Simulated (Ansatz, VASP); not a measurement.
**Cross-check of MoS2 between VASP and Ansatz**

Wanted: the spread between two codes on one cell, functional and k mesh.

Program: Ansatz 0.2.0. Level of theory: plane waves, with VASP 6.6.1 beside it; single point at PBEsol, single point at LDA and single point at PBEsol, spin-orbit coupling. Results are calculated unless marked as measured.

### 1. Set-up

The cell holds 3 atoms: 2 S and 1 Mo. Its edges and angles: a = 3.169 Å, b = 3.169 Å, c = 18.130 Å, α = 90.0°, β = 90.0°, γ = 120.0°. It derives from MoS2. As first built, before any earlier steps moved the atoms: kind sheets cut from a layered crystal; sheets 1. Vacuum lies along c.

### 2. VASP: single point, PBEsol

A single point gives forces, pressure and levels at one fixed geometry, so differences don't come from the geometry; what else differs is listed under the comparison.

Lines of VASP's logs that name or quote its potential files are left out, and so is its time.

The input, INCAR:

```
SYSTEM = MoS2
PREC = Normal
ENCUT = 350
EDIFF = 1E-06
NELM = 120
ISMEAR = 0
SIGMA = 0.4
LREAL = .FALSE.
ALGO = Normal
GGA = PS
NBANDS = 15
LORBIT = 11
LWAVE = .FALSE.
LCHARG = .FALSE.
KPAR = 4
IDIPOL = 3
LDIPOL = .TRUE.
DIPOL = 0.5 0.5 0.5
LVHAR = .TRUE.
LVACPOTAV = .TRUE.
```

The input, POSCAR:

```
MoS2
1.0
    3.1690000000      0.0000000000      0.0000000000
   -1.5845000000      2.7444345050      0.0000000000
    0.0000000000      0.0000000000     18.1302960000
S Mo
2 1
Direct
    0.6666666670      0.3333333330      0.5863277690
    0.6666666670      0.3333333330      0.4136722310
    0.3333333330      0.6666666670      0.5000000000
```

The input, KPOINTS:

```
Automatic mesh
0
Gamma
9 9 1
0 0 0
```

PAW data sets: S and Mo (PBE family, release 64).

On the command line:

```console
$ mpirun -np 4 vasp_std
```

Numbers of over 12 decimals in the logs are rounded to 6 here.

The log of the run:

```text
[banner, memory and clock lines left out]
running    4 mpi-ranks, on    1 nodes
 distrk:  each k-point on    1 cores,    4 groups
 distr:  one band on    1 cores,    1 groups

 POSCAR found type information on POSCAR S Mo
 POSCAR found :  2 types and       3 ions
|                                                                             |
|               ----> ADVICE to this user running VASP <----                  |
|                                                                             |
|     You enforced a specific xc type in the INCAR file but a different       |
|     [... a line on the potential file left out ...]
|     I HOPE YOU KNOW WHAT YOU ARE DOING!                                     |
|                                                                             |

 LDA part: xc-table for (Slater+PW92), standard interpolation
 POSCAR, INCAR and KPOINTS ok, starting setup
 FFT: planning ... GRIDC
 FFT: planning ... GRID_SOFT
 FFT: planning ... GRID
 WAVECAR not read
 entering main loop
       N       E                     dE             d eps       ncg     rms          rms(c)
DAV:   1     0.105832806606E+03    0.10583E+03   -0.53193E+03   360   0.669E+02
DAV:   2    -0.146580984665E+02   -0.12049E+03   -0.11447E+03   553   0.167E+02
DAV:   3    -0.247427029479E+02   -0.10085E+02   -0.99653E+01   493   0.578E+01
DAV:   4    -0.249265482823E+02   -0.18385E+00   -0.18324E+00   480   0.938E+00
DAV:   5    -0.249319005150E+02   -0.53522E-02   -0.53448E-02   493   0.151E+00    0.259E+01
DAV:   6    -0.237699477224E+02    0.11620E+01   -0.46108E+00   423   0.161E+01    0.871E+00
DAV:   7    -0.235978433776E+02    0.17210E+00   -0.24339E+00   438   0.136E+01    0.727E+00
DAV:   8    -0.233640302545E+02    0.23381E+00   -0.35227E-01   451   0.536E+00    0.142E+00
DAV:   9    -0.233639796220E+02    0.50632E-04   -0.61599E-02   486   0.170E+00    0.542E-01
DAV:  10    -0.233608494641E+02    0.31302E-02   -0.90361E-03   493   0.798E-01    0.122E-01
DAV:  11    -0.233606906394E+02    0.15882E-03   -0.85358E-04   472   0.266E-01    0.920E-02
DAV:  12    -0.233606462795E+02    0.44360E-04   -0.26894E-04   486   0.119E-01    0.610E-02
DAV:  13    -0.233605850946E+02    0.61185E-04   -0.34292E-04   479   0.104E-01    0.674E-02
DAV:  14    -0.233607129921E+02   -0.12790E-03   -0.66300E-05   423   0.720E-02    0.354E-02
DAV:  15    -0.233607857432E+02   -0.72751E-04   -0.23242E-05   451   0.316E-02    0.964E-03
DAV:  16    -0.233608336972E+02   -0.47954E-04   -0.91375E-06   430   0.138E-02    0.409E-03
DAV:  17    -0.233608582000E+02   -0.24503E-04   -0.48022E-06   455   0.795E-03    0.196E-03
DAV:  18    -0.233608814890E+02   -0.23289E-04   -0.63265E-07   408   0.355E-03    0.293E-03
DAV:  19    -0.233609092783E+02   -0.27789E-04   -0.20655E-06   403   0.602E-03    0.174E-03
DAV:  20    -0.233609158681E+02   -0.65898E-05   -0.30927E-07   377   0.297E-03    0.672E-04
DAV:  21    -0.233609179365E+02   -0.20683E-05   -0.11798E-07   355   0.152E-03    0.639E-04
DAV:  22    -0.233609184169E+02   -0.48044E-06   -0.24684E-08   362   0.810E-04
|                                                                             |
|           W    W    AA    RRRRR   N    N  II  N    N   GGGG   !!!           |
|           W    W   A  A   R    R  NN   N  II  NN   N  G    G  !!!           |
|           W    W  A    A  R    R  N N  N  II  N N  N  G       !!!           |
|           W WW W  AAAAAA  RRRRR   N  N N  II  N  N N  G  GGG   !            |
|           WW  WW  A    A  R   R   N   NN  II  N   NN  G    G                |
|           W    W  A    A  R    R  N    N  II  N    N   GGGG   !!!           |
|                                                                             |
|     Did not find any points to average over, which means that no vacuum     |
|     field-free region was found. Please increase the size of  your cell     |
|     in the dimension of the dipole correction to obtain accurate            |
|     workfunction values.                                                    |
|                                                                             |

   1 F= -.23360918E+02 E0= -.23360832E+02  d E =-.172070E-03
```

Parts of OUTCAR (step 2):

```text
ion  position               nearest neighbor table
   1  0.667  0.333  0.586-   3 2.41   3 2.41   3 2.41
   2  0.667  0.333  0.414-   3 2.41   3 2.41   3 2.41
   3  0.333  0.667  0.500-   1 2.41   2 2.41   1 2.41   2 2.41   1 2.41   2 2.41

  LATTYP: Found a hexagonal cell.
 ALAT       =     3.1690000000
 C/A-ratio  =     5.7211410540

 Subroutine GETGRP returns: Found 12 space group operations
 (whereof 12 operations were pure point group operations)

The static configuration has the point symmetry D_3h.

 Found     12 irreducible k-points:

   k-points           NKPTS =     12   k-points in BZ     NKDIM =     12   number of bands    NBANDS=     15

   dimension x,y,z NGX =    16 NGY =   16 NGZ =   84
   dimension x,y,z NGXF=    32 NGYF=   32 NGZF=  168

   ENCUT  =  350.0 eV  25.72 Ry    5.07 a.u.   4.83  4.83 27.66*2*pi/ulx,y,z

   NELECT =      18.0000    total number of electrons

 k-points in reciprocal lattice and weights: Automatic mesh
   0.00000000  0.00000000  0.00000000       0.012
   0.11111111 -0.00000000  0.00000000       0.074
   0.22222222 -0.00000000  0.00000000       0.074
   0.33333333  0.00000000  0.00000000       0.074
   0.44444444 -0.00000000  0.00000000       0.074
   0.11111111  0.11111111  0.00000000       0.074
   0.22222222  0.11111111  0.00000000       0.148
   0.33333333  0.11111111  0.00000000       0.148
   0.44444444  0.11111111  0.00000000       0.074
   0.22222222  0.22222222  0.00000000       0.074
   0.33333333  0.22222222  0.00000000       0.148
   0.33333333  0.33333333  0.00000000       0.025

 dipolmoment           0.000000      0.000000      0.000000 electrons x Angstroem

 average (electrostatic) potential at core
       1 -93.4577       2 -93.4577       3 -45.3452

 E-fermi :  -1.3392

 k-point     1 :       0.0000    0.0000    0.0000
  band No.  band energies     occupation
    ...
      5      -4.8053      2.00000
      6      -3.9951      2.00000
      7      -3.6700      2.00000
      8      -3.6700      2.00000
      9      -2.2688      1.99899
     10       0.6198      0.00000
     11       0.6198      0.00000
     12       0.8569      0.00000
     13       0.8569      0.00000
     14       3.2526      0.00000
    ...

 k-point     2 :       0.1111   -0.0000    0.0000
  band No.  band energies     occupation
    ...
      5      -4.6847      2.00000
      6      -4.6108      2.00000
      7      -3.9524      2.00000
      8      -3.2795      2.00000
      9      -2.3645      1.99971
     10       0.3961      0.00000
     11       0.4068      0.00000
     12       0.6559      0.00000
     13       0.9180      0.00000
     14       3.5496      0.00000
    ...

 k-point     3 :       0.2222   -0.0000    0.0000
  band No.  band energies     occupation
    ...
      5      -5.5753      2.00000
      6      -4.5281      2.00000
      7      -4.1030      2.00000
      8      -3.4239      2.00000
      9      -2.8195      2.00000
     10      -0.0386      0.00000
     11       0.2665      0.00000
     12       0.5685      0.00000
     13       1.4847      0.00000
     14       4.2364      0.00000
    ...

  Total       -1.1867810     -1.1867810     -0.9253368      0.0000000      0.0000000     -0.0000000
  in kB      -12.0587187    -12.0587187     -9.4022204      0.0000000      0.0000000     -0.0000000
  external PRESSURE =     -11.1732193 kB  Pullay stress =       0.0000000 kB

  energy-cutoff  :      350.00
  volume of cell :      157.68
      direct lattice vectors                 reciprocal lattice vectors
     3.169000000  0.000000000  0.000000000     0.315556958  0.182186895  0.000000000
    -1.584500000  2.744434505  0.000000000     0.000000000  0.364373789  0.000000000
     0.000000000  0.000000000 18.130296000     0.000000000  0.000000000  0.055156298

 POSITION                                       TOTAL-FORCE (eV/Angst)
 -----------------------------------------------------------------------------------
      1.58450      0.91481     10.63030        -0.000000      0.000000     -0.274385
      1.58450      0.91481      7.50000        -0.000000      0.000000      0.274385
     -0.00000      1.82962      9.06515         0.000000     -0.000000      0.000000
 -----------------------------------------------------------------------------------
    total drift:                               -0.000002      0.000001      0.000000

  FREE ENERGIE OF THE ION-ELECTRON SYSTEM (eV)
  ---------------------------------------------------
  free  energy   TOTEN  =       -23.3609184169 eV

  energy  without entropy=      -23.3607463466  energy(sigma->0) =      -23.36083238

 vacuum level on the upper side and lower side of the slab         3.744         3.744

 total charge
# of ion       s       p       d       tot
------------------------------------------
    1        1.358   2.313   0.000   3.671
    2        1.358   2.313   0.000   3.671
    3        0.417   0.608   4.421   5.446
--------------------------------------------------
tot          3.132   5.234   4.421  12.788

[... 3 further parts left out ...]
```

This run has no spin polarisation, although Mo can carry a moment. The data set Mo keeps the semicore shell frozen, which is cheaper and a little less accurate.

### 3. Ansatz: single point, PBEsol

Ansatz runs on its default PAW (the set named soft_2) files.

The same cell, functional, mesh and smearing now go to Ansatz, which takes its cutoff from its data sets.

The input, input.yaml:

```yaml
crystal:
  lattice:
    - [3.169, 0.0, 0.0]
    - [-1.5845, 2.744434505, 0.0]
    - [0.0, 0.0, 18.130296]
  atoms:
    - { symbol: S, position: [0.666666667, 0.333333333, 0.586327769] }
    - { symbol: S, position: [0.666666667, 0.333333333, 0.413672231] }
    - { symbol: Mo, position: [0.333333333, 0.666666667, 0.5] }
hamiltonian:
  xc: pbesol
  pseudopotentials: { kind: paw }
kpoints:
  mp_grid: { grid: [9, 9, 1] }
scf:
  occupations: { method: gaussian, width: 0.4 }
  n_extra_bands: 4
efield:
  axis: 3
  dipole_correction: true
  ramp_width: 0.04
output:
  forces: true
  eigenvalues: true
```

On the command line:

```console
$ ansatz run input.yaml --threads 2 --pin off --max-ram 4608MiB --backend cpu --events-out ev --progress --plain --runs-dir out
```

The log of the run:

```text
scf.n_extra_bands = 4 over 13 filled bands (N_el = 26.0): the run solves 17 bands
Engine: ansatz 0.2.0, x86_64-unknown-linux-gnu
Pseudopotentials: kind: paw
Pseudopotential: S, paw, valence charge 6, recommended cutoff 420 eV (normal), S.paw.azcp
Pseudopotential: Mo, paw, valence charge 14, recommended cutoff 420 eV (normal), Mo.paw.azcp
Functional definition: PBEsol
  exchange = pbesol_x
  correlation = pbesol_c
Crystal: 3 atoms, lattice volume = 157.681 Å³
Basis set: ecut = 420 eV, 3061 PW (Γ), exchange–correlation on 48×48×250 points (8 copies of the dense FFT grid, shifted against one another)
Bands: 17, of which v1, the nominal top of the filled ones, is band 13 counted from 1 (12 counted from 0)
Symmetry: 6 space group operations
k-points: 12 of 81 (time reversal used)
Non-local potential: S, projectors of the file, l = 0: 2, l = 1: 2, l = 2: 2
Non-local potential: Mo, projectors of the file, l = 0: 3, l = 1: 2, l = 2: 2, l = 3: 1
PAW form: soft (Blöchl's): semilocal exchange-correlation on the pseudo side does not see the compensation charge
PAW frozen core: S, regenerated for the run's functional, and the local potential with it (the file was generated under x = pbe(κ = 0.804, μ = 0.219515), c = pbe(β = 0.066725))
PAW frozen core: Mo, regenerated for the run's functional, and the local potential with it (the file was generated under x = pbe(κ = 0.804, μ = 0.219515), c = pbe(β = 0.066725))
PAW one-centre angular grid: S, 110 points (default); XC on 64 Gauss nodes
PAW one-centre angular grid: Mo, 590 points (default); XC on 64 Gauss nodes
Initial density: superposition of atomic densities (neutral atoms: chi_scale 0, normalization atom), corrected by the library's trained network
Initial wavefunctions: pseudopotential atomic-orbital guess
Functional: x = pbesol(κ = 0.804, μ = 0.123457), c = pbesol(β = 0.046)
SCF iter   1: F=—  HF=-6670.126570 eV  |F-HF|=—  |Δ(HF+E_count)|=         —  Δρ=4.17e-3  dr2=3.34e-2  ethr=1.77e-3  p=0.000 e·Å  D=3.34e-14 V/Å  ΔV_dip=-0.00 eV  dr2_dipole=8.37e-9  V_vac-E_F(+/−)=5.30/5.30 eV  ⟨swp⟩=8.3  Hψ=1414  notcnv=0
efield: sawtooth ramp at fractional position 0.9800 (placed from the atoms, in the widest stretch of the axis that holds none; the zero of the levels goes with the place), width 0.0400; the density the first Hamiltonian is built on has a dipole p = 0.000 e·Å; the dipole correction subtracts the counter field D = 3.34e-14 V/Å, which shifts the + side's vacuum level by -0.00 eV against the − side's; the planar-averaged density in the ramp window peaks in size at 5.4e-5 e/Å³
preconditioner: auto → none  [insulator: Δε(μ)=1.719 eV  Ē_g=8.049 eV  σ=0.400 eV  W_gap=1.00  n_scr=10 (ndim 8)  ℏωp=12.5 eV  f_vac=0.632  D(μ)=0.00/eV (n_scr^D=0)  ε∞_Penn≈3.4]
SCF iter   2: F=—  HF=-6670.145691 eV  |F-HF|=—  |Δ(HF+E_count)|=   1.91e-2  Δρ=5.32e-3  dr2=1.35e-1  ethr=1.28e-4  p=-0.000 e·Å  D=-6.93e-5 V/Å  ΔV_dip=0.00 eV  dr2_dipole=2.64e-7  V_vac-E_F(+/−)=4.90/4.90 eV  ⟨swp⟩=2.1  Hψ=394  notcnv=0
SCF iter   3: F=—  HF=-6670.128558 eV  |F-HF|=—  |Δ(HF+E_count)|=   1.71e-2  Δρ=1.73e-3  dr2=6.23e-3  ethr=1.28e-4  p=0.000 e·Å  D=6.76e-5 V/Å  ΔV_dip=-0.00 eV  dr2_dipole=2.52e-7  V_vac-E_F(+/−)=5.20/5.20 eV  ⟨swp⟩=2.0  Hψ=287  notcnv=0
SCF iter   4: F=—  HF=-6670.129384 eV  |F-HF|=—  |Δ(HF+E_count)|=   8.27e-4  Δρ=4.57e-4  dr2=1.47e-4  ethr=2.39e-5  p=-0.000 e·Å  D=-3.43e-4 V/Å  ΔV_dip=0.01 eV  dr2_dipole=6.24e-6  V_vac-E_F(+/−)=5.12/5.11 eV  ⟨swp⟩=2.1  Hψ=284  notcnv=0
SCF iter   5: F=—  HF=-6670.129748 eV  |F-HF|=—  |Δ(HF+E_count)|=   3.63e-4  Δρ=3.37e-4  dr2=1.84e-3  ethr=5.64e-7  p=0.003 e·Å  D=3.18e-3 V/Å  ΔV_dip=-0.06 eV  dr2_dipole=5.54e-4  V_vac-E_F(+/−)=5.07/5.13 eV  ⟨swp⟩=3.5  Hψ=402  notcnv=0
SCF iter   6: F=—  HF=-6670.129541 eV  |F-HF|=—  |Δ(HF+E_count)|=   2.07e-4  Δρ=2.32e-5  dr2=2.45e-6  ethr=5.64e-7  p=0.000 e·Å  D=9.78e-5 V/Å  ΔV_dip=-0.00 eV  dr2_dipole=5.74e-7  V_vac-E_F(+/−)=5.09/5.10 eV  ⟨swp⟩=2.1  Hψ=285  notcnv=0
SCF iter   7: F=—  HF=-6670.129405 eV  |F-HF|=—  |Δ(HF+E_count)|=   1.36e-4  Δρ=7.69e-6  dr2=8.90e-8  ethr=3.85e-10  p=0.000 e·Å  D=1.38e-5 V/Å  ΔV_dip=-0.00 eV  dr2_dipole=2.37e-12  V_vac-E_F(+/−)=5.10/5.10 eV  ⟨swp⟩=7.4  Hψ=1423  notcnv=0
SCF iter   8: F=-6670.129405 eV  HF=-6670.129405 eV  |F-HF|=3.02e-9  |Δ(HF+E_count)|=   2.04e-8  Δρ=2.52e-6  dr2=1.63e-8  ethr=3.42e-10  p=-0.000 e·Å  D=-1.26e-5 V/Å  ΔV_dip=0.00 eV  dr2_dipole=2.83e-10  V_vac-E_F(+/−)=5.10/5.10 eV  ⟨swp⟩=3.8  Hψ=884  notcnv=0
SCF 1 converged in 8 iterations: F = -6670.129405 eV  dr2 = 1.63e-8
  greatest PAW one-centre occupation: 0.999 electrons in one spin orbital (limit 2), on the Mo atom at site 2 (counted from 0), in its partial waves of l = 0
SCF converged after 8 iterations
Free energy (F): -6670.129405 eV
Harris-Foulkes:  -6670.129405 eV  (|F-HF|=3.02e-9)
Internal energy: -6670.129225 eV  (E = F + TS)
E sigma→0 (E₀):  -6670.129315 eV
Entropy (-TS):   -0.000179 eV (-0.060 meV/atom)
Fermi energy:    0.382044 eV
Dipole field:    D = 0.000013 V/Å  (p = 0.000011 e·Å, saw-weighted, corrected)
Work function:   Φ+ = 5.0959 eV   Φ− = 5.0962 eV
Levels:          The Fermi level and band energies are counted from a zero that moves with the ramp; work functions are not
--- Per-component energies (eV) ---
  E_band       = -433.859315
  E_kinetic    = 654.687070
  E_local      = -14011.249156  (includes V_loc(G=0)·N_el)
  E_nonlocal   = 201.263865
  E_hartree    = 6639.789807
  E_xc         = -374.943124
  E_vxc        = -403.567625  (∫ρ·V_xc dr)
  E_paw        = -4311.788610  (= ΣΔE_a)
  E_vpaw       = -154.579151  (= ΣTr[D̂ρ^β])
  E_aug_tail   = 0.000038  (compensation charges beyond the density's cutoff)
  E_efield     = 0.000000  (sawtooth field / dipole correction)
  E_vefield    = 0.000000  (∫n·V_field dr)
  E_ewald      = 4531.777686
  E_core_change = 0.333198  (= ΣΔE_core)
  E_smearing   = -0.000179  (= −TS)
  E_closure    = 0.000000  (closes the sum)
  Σ components = -6670.129405   (vs F -6670.129405, Δ=0.00e0)
--- Forces (eV/Å), atoms counted from 1 ---
  atom   1  S     -0.00000000    -0.00000000    -0.31292563
  atom   2  S      0.00000000    -0.00000000     0.31289885
  atom   3  Mo    -0.00000000    -0.00000000    -0.00004268
  max |Σ_I F_I| component: 6.95e-5 eV/Å
--- Band table (eV; the first three rows and the last of 12) ---
  k-point 0: bands = [... 9 lower, -2.2936, -1.9609, -1.9609, -0.5323, 2.3111, 2.3111, 2.5694, 2.5694]
  k-point 1: bands = [... 9 lower, -2.8907, -2.2429, -1.5691, -0.6284, 2.1088, 2.1091, 2.3674, 2.6181]
  k-point 2: bands = [... 9 lower, -2.8158, -2.3879, -1.7086, -1.0879, 1.6795, 1.9820, 2.2824, 3.2043]
  k-point 11: bands = [... 9 lower, -4.0304, -3.3951, -2.6431, -0.5033, 1.2244, 2.5339, 3.0968, 4.4418]
```

It took 1.7 s on 2 threads of Intel Xeon Platinum 8375C at 2.90GHz (Ice Lake), shared host; peak memory 0.49 GiB; 3.3 s of CPU time.

Reading the cycles: dr2 is the Hartree energy of the density residual (eV), the measure of convergence; HF is the Harris–Foulkes estimate of the energy, which meets the free energy F at convergence.

### 4. Differences

Known differences besides the PAW data sets themselves: the data sets hold 26 valence electrons in Ansatz (default PAW (the set named soft_2) files) and 18 in VASP; the cutoff is 420 eV in Ansatz and 350 eV in VASP (PREC = Normal); Ansatz makes its cores anew for this functional, VASP keeps those of its PBE data sets; VASP leaves aspherical gradient terms in its spheres out (LASPH is not set), Ansatz keeps them. Total energies have different zeros and are not compared.

The two programs side by side:

```csv
quantity,Ansatz,VASP,difference
gap on the k mesh (eV),1.728,1.728,0.000
```

Forces (eV/Å; atoms numbered as in POSCAR):

```csv
atom,"Ansatz x, y, z","VASP x, y, z"
S1,"0.000, 0.000, -0.313","0.000, 0.000, -0.274"
S2,"0.000, 0.000, 0.313","0.000, 0.000, 0.274"
Mo3,"0.000, 0.000, 0.000","0.000, 0.000, 0.000"
```

The forces differ by 18 meV/Å r.m.s., which is 14.0 % of the r.m.s. force of 0.13 eV/Å (both taken over all components).

### 5. Looking for the cause

The difference is large enough to ask for its cause, so further runs change the set-up of one program at a time, as the table lists.

```csv
run,r.m.s. force difference (meV/Å)
as above,18
"cores kept as stored, as VASP does, whose cores stay as stored",15
Ansatz's larger PAW set (cutoff 640 eV),18
norm-conserving potentials (cutoff 1088 eV),14
```

(Part 1 of 2 ends here.)

[Lines on the potential files, build, host, timing and source positions are cut from VASP's logs without a mark.]

[Logs are printed without paths, hosts, clocks, repeated set-up lines and the standing remarks that a program may print on its own settings, such as how far it seeks lower states.]

[Hosts, paths, dates, database ids (printed as entryN), source tags and the programs' standing remarks are cut or masked in the printed files.]
